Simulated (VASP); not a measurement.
# Vibrations of ZnSe (Stilleite) at several levels of theory, part 3 of 3

How much do the zone-centre frequencies of ZnSe (Stilleite) depend on the functional? The starting structure is a measured crystal structure from the Crystallography Open Database.

VASP 6.6.1.

Results so far: LDA T2 218.3 cm⁻¹; LDA at the measured cell T2 201.1 cm⁻¹; PBEsol T2 210.2 cm⁻¹; PBE T2 196.5 cm⁻¹; PBEsol + D3(BJ) T2 221.3 cm⁻¹; r2SCAN T2 200.6 cm⁻¹.

## (8) Modes with r2SCAN + rVV10

Level of this step: r2SCAN with rVV10; plane waves and PAW (Se, Zn) (VASP).

rVV10 adds a nonlocal correlation energy for dispersion. The cell comes from a relaxation at this level, not shown (44.92 Å³).

The input, INCAR:

```
SYSTEM = ZnSe
PREC = Accurate
ENCUT = 450
EDIFF = 1E-08
NELM = 100
ISMEAR = 0
SIGMA = 0.03
LREAL = .FALSE.
ALGO = Normal
METAGGA = R2SCAN
LUSE_VDW = .TRUE.
IVDW_NL = 2
BPARAM = 11.95
CPARAM = 0.0093
LASPH = .TRUE.
NBANDS = 15
LORBIT = 11
LWAVE = .FALSE.
LCHARG = .FALSE.
KPAR = 4
IBRION = 6
NFREE = 2
POTIM = 0.015
NSW = 1
ISIF = 2
```

The input, POSCAR:

```
ZnSe
1.0
    0.0000000000      2.8214568718      2.8214568718
    2.8214568718      0.0000000000      2.8214568718
    2.8214568718      2.8214568718      0.0000000000
Se Zn
1 1
Direct
    0.7500000000      0.7500000000      0.7500000000
    0.0000000000      0.0000000000      0.0000000000
```

The input, KPOINTS:

```
Automatic mesh
0
Gamma
10 10 10
0 0 0
```

Potentials, in the order of the species: Se and Zn (PBE family, release 64).

The run is started by

```bash
mpirun -np 4 vasp_std
```

Output:

```text
[banner, memory and clock lines left out]
running    4 mpi-ranks, on    1 nodes
[...]
|                                                                             |
|               ----> ADVICE to this user running VASP <----                  |
|                                                                             |
|     You have switched on vdW-DFT.                                           |
|     This routine was written and supplied by Jiri Klimes. We recommend      |
|     that you carefully read and cite the following publications:            |
|       J. Klimes, D.R. Bowler, A. Michelides                                 |
|          J. Phys.: Cond Matt. 22 022201 (2010)                              |
|       J. Klimes, D.R. Bowler, A. Michelides                                 |
|          Phys. Rev. B. 83, 195131 (2011)                                    |
|     and references therein.                                                 |
|                                                                             |

[...]
DAV:  19    -0.243749496147E+02    0.14342E-07   -0.62639E-11   789   0.176E-04    0.115E-05
Total rVV10 correction in eV:      0.5300471    20.0306601
Total rVV10 correction in eV:      0.5300471    20.0306601
Total rVV10 correction in eV:      0.5300471    20.0306601
Total rVV10 correction in eV:      0.5300471    20.0306601
DAV:  20    -0.243749496140E+02    0.70531E-09   -0.11394E-11   747   0.633E-05
Total rVV10 correction in eV:      0.5300471    20.0306601
Total rVV10 correction in eV:      0.5300471    20.0306601
Total rVV10 correction in eV:      0.5300471    20.0306601
Total rVV10 correction in eV:      0.5300471    20.0306601
Total rVV10 correction in eV:      0.5300471    20.0306601
Total rVV10 correction in eV:      0.5300471    20.0306601
Total rVV10 correction in eV:      0.5300471    20.0306601
Total rVV10 correction in eV:      0.5300471    20.0306601
   1 F= -.24374950E+02 E0= -.24374950E+02  d E =-.454660E-24
[... from here on, the cycles between the ionic steps are left out ...]
   2 F= -.24374301E+02 E0= -.24374301E+02  d E =-.166318E-21
   3 F= -.24374297E+02 E0= -.24374297E+02  d E =-.167759E-21
   4 F= -.24374383E+02 E0= -.24374383E+02  d E =-.168943E-21
   5 F= -.24374392E+02 E0= -.24374392E+02  d E =-.167432E-21
 Finite differences progress:
  Degree of freedom:   2/  2
  Displacement:        2/  2
  Total:               4/  4
```

Elapsed: 4 min, on 4 MPI ranks of Intel Xeon 6975P-C (Granite Rapids), shared host; peak memory 1.5 GiB; 15 min of CPU time.

OUTCAR, selected parts (step 8):

```text
  Total        0.0139238     -0.0013453     -0.0013453      0.0000000      0.0999849      0.0000000
  in kB        0.4966135     -0.0479819     -0.0479819      0.0000000      3.5661101      0.0000000
  external PRESSURE =       0.1335499 kB  Pullay stress =       0.0000000 kB

 POSITION                                       TOTAL-FORCE (eV/Angst)
 -----------------------------------------------------------------------------------
      4.23219      4.23219      4.23219        -0.081839      0.000000      0.000000
     -0.01500      0.00000      0.00000         0.081839      0.000000      0.000000
 -----------------------------------------------------------------------------------
    total drift:                               -0.008510      0.000002      0.000001

  FREE ENERGIE OF THE ION-ELECTRON SYSTEM (eV)
  ---------------------------------------------------
  free  energy   TOTEN  =       -24.3743922958 eV

  energy  without entropy=      -24.3743922958  energy(sigma->0) =      -24.37439230

[... 1 part as in an earlier step ...]

[... 2 further parts left out ...]
[key lines of the parts left out:]
E-fermi :   1.6086
```

With r2SCAN + rVV10 the mode is T2 206.4 cm⁻¹, -11.9 cm⁻¹ from LDA.

## (9) Modes with HSE06

HSE06 mixes in a quarter of exact exchange at short range, at far higher cost; in semiconductors this cures much of the gap error, while metals seldom gain. This run uses a 6×6×6 mesh. The cell comes from a relaxation at this level, not shown (46.25 Å³). Its starting orbitals come from a semilocal run on the same mesh, not shown.

Changes to INCAR since step 8:

```diff
@@ -9,9 +9,9 @@
 ALGO = Normal
-METAGGA = R2SCAN
-LUSE_VDW = .TRUE.
-IVDW_NL = 2
-BPARAM = 11.95
-CPARAM = 0.0093
+LHFCALC = .TRUE.
+AEXX = 0.25
+GGA = PE
+HFSCREEN = 0.2
 LASPH = .TRUE.
 NBANDS = 15
+PRECFOCK = Fast
 LORBIT = 11
```

The input, POSCAR:

```
ZnSe
1.0
    0.0000000000      2.8490236084      2.8490236084
    2.8490236084      0.0000000000      2.8490236084
    2.8490236084      2.8490236084      0.0000000000
Se Zn
1 1
Direct
    0.7500000000      0.7500000000      0.7500000000
    0.0000000000      0.0000000000      0.0000000000
```

The input, KPOINTS:

```
Automatic mesh
0
Gamma
6 6 6
0 0 0
```

The run is started by

```bash
mpirun -np 4 vasp_std
```

Output:

```text
[banner, memory and clock lines left out]
running    4 mpi-ranks, on    1 nodes
[...]
LDA part: xc-table for (Slater+PW92), standard interpolation
 found WAVECAR, reading the header
 POSCAR, INCAR and KPOINTS ok, starting setup
[...]
reading WAVECAR
 the WAVECAR file was read successfully
 initial charge from wavefunction
 entering main loop
       N       E                     dE             d eps       ncg     rms          rms(c)
DAV:   1    -0.748117518704E+01   -0.74812E+01   -0.87836E-01   608   0.267E+01    0.232E+00
DAV:   2    -0.744872811736E+01    0.32447E-01   -0.22259E-01   585   0.938E+00    0.118E+00
DAV:   3    -0.744769772186E+01    0.10304E-02   -0.23673E-02   627   0.245E+00    0.769E-01
DAV:   4    -0.744719852825E+01    0.49919E-03   -0.21615E-03   529   0.516E-01    0.460E-01
[...]
DAV:  17    -0.744706506474E+01   -0.25964E-07   -0.18058E-09   387   0.293E-04    0.279E-04
DAV:  18    -0.744706507701E+01   -0.12276E-07   -0.88238E-10   331   0.207E-04    0.190E-04
DAV:  19    -0.744706508117E+01   -0.41580E-08   -0.43720E-10   261   0.149E-04
   1 F= -.74470651E+01 E0= -.74470651E+01  d E =-.332141E-20
[... from here on, the cycles between the ionic steps are left out ...]
   2 F= -.74464506E+01 E0= -.74464506E+01  d E =-.195649E-17
   3 F= -.74464517E+01 E0= -.74464517E+01  d E =-.197485E-17
   4 F= -.74464396E+01 E0= -.74464396E+01  d E =-.197656E-17
   5 F= -.74464388E+01 E0= -.74464388E+01  d E =-.195911E-17
 Finite differences progress:
  Degree of freedom:   2/  2
  Displacement:        2/  2
  Total:               4/  4
```

The job ended after 25 min (4 MPI ranks; peak memory 1.3 GiB).

From OUTCAR (step 9):

```text
  Total        0.0065411      0.0080447      0.0080447      0.0000000      0.0791145      0.0000000
  in kB        0.2265924      0.2786791      0.2786791      0.0000000      2.7406174      0.0000000
  external PRESSURE =       0.2613169 kB  Pullay stress =       0.0000000 kB

 POSITION                                       TOTAL-FORCE (eV/Angst)
 -----------------------------------------------------------------------------------
      4.27354      4.27354      4.27354        -0.082686     -0.000000     -0.000000
     -0.01500      0.00000      0.00000         0.082686      0.000000      0.000000
 -----------------------------------------------------------------------------------
    total drift:                                0.001765      0.000014     -0.000018

  FREE ENERGIE OF THE ION-ELECTRON SYSTEM (eV)
  ---------------------------------------------------
  free  energy   TOTEN  =        -7.4464387996 eV

  energy  without entropy=       -7.4464387996  energy(sigma->0) =       -7.44643880

[... 3 further parts left out ...]
[key lines of the parts left out:]
E-fermi :   1.0049
```

With HSE06 the mode is T2 204.1 cm⁻¹, -14.2 cm⁻¹ from LDA.

## (10) The runs compared

| run | T2 | method | core minutes |
| --- | --- | --- | --- |
| LDA | 218.3 | perturbation theory | 4.53 |
| LDA at the measured cell | 201.1 | perturbation theory | 4.6 |
| PBEsol | 210.2 | perturbation theory | 5.13 |
| PBE | 196.5 | perturbation theory | 5.33 |
| PBEsol + D3(BJ) | 221.3 | finite displacements | 1.8 |
| r2SCAN | 200.6 | finite displacements | 8.93 |
| r2SCAN + rVV10 | 206.4 | finite displacements | 16.1 |
| HSE06 | 204.1 | finite displacements | 98.9 |

Modes are in cm⁻¹, degenerate ones as one, matched between runs by symmetry and order. A number in brackets counts the listed modes of one symmetry from the lowest. The symmetry labels come from an automatic analysis and can be wrong where levels nearly coincide. Core minutes are wall time times ranks of the run shown, on a shared host.

## (11) Results

| Property | Result |
| --- | --- |
| T2, LDA | 218.3 cm⁻¹ |
| T2, LDA at the measured cell | 201.1 cm⁻¹ |
| T2, PBEsol | 210.2 cm⁻¹ |
| T2, PBE | 196.5 cm⁻¹ |
| T2, PBEsol + D3(BJ) | 221.3 cm⁻¹ |
| T2, r2SCAN | 200.6 cm⁻¹ |
| T2, r2SCAN + rVV10 | 206.4 cm⁻¹ |
| T2, HSE06 | 204.1 cm⁻¹ |

On the cells relaxed at each level, the T2 mode of ZnSe (Stilleite) lies between 197 cm⁻¹ (PBE) and 221 cm⁻¹ (PBEsol + D3(BJ)). Taking the measured cell, +5.1 % in volume, instead of the one relaxed with LDA moves T2 by -17.2 cm⁻¹. Some levels use perturbation theory and the others finite displacements, so their times can't be compared. LASPH is on in some of these runs and off in others, which adds a little to the differences. The dielectric constants and Born charges in the logs aren't compared here; at a small gap they can be far off, and in a run without a gap they mean nothing. The translations, which should lie at zero, come out at up to 4.1 cm⁻¹ with r2SCAN and 2.7 cm⁻¹ with r2SCAN + rVV10; the modes of such a run are uncertain by as much or more. HSE06 ran on a coarser mesh (6×6×6), which moves cell and modes too. The frequencies are harmonic, and the splitting of polar modes by their long-range field is left out. Further runs on this material are not shown.

[Lines on the potential files, build, host, timing and source positions are cut from VASP's logs without a mark.]

[Logs are printed without paths, hosts, clocks, repeated set-up lines and the standing remarks that a program may print on its own settings, such as how far it seeks lower states.]

[Hosts, paths, dates, database ids (printed as entryN), source tags and the programs' standing remarks are cut or masked in the printed files.]
